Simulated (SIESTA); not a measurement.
Crystal: In.

```
CELL_PARAMETERS angstrom
-1.62547 1.62547 2.47370
1.62547 -1.62547 2.47370
1.62547 1.62547 -2.47370
ATOMIC_POSITIONS crystal
In 0.00000 0.00000 0.00000
```

Program: SIESTA 5.4.2. Alike in all runs: task single point; potentials or basis PseudoDojo 0.4 standard (PBE files), DZP (energy shift 0.003 Ry; two zetas on semicore shells); no spin polarisation; cell as given; k mesh 11 × 11 × 11; smearing fermi-dirac 0.05 eV; grid cutoff 500 Ry; energy shift 0.003 Ry.

Problem. Order these runs on this cell by their pressure, lowest first.
A. level vdW-DF-C09
B. level vdW-DF
C. level vdW-DF2
D. level VV10

Solution. A (0.0 GPa), D (3.4 GPa), B (6.1 GPa), C (9.3 GPa).

Caveats: the potentials were made for another functional, which shifts forces and pressure; the basis of atomic orbitals isn't converged, which shifts pressures, moduli and gaps; the non-local part is tabulated coarsely and may be off by about a percent (some runs).

Runs at the PBE level aren't shown here.
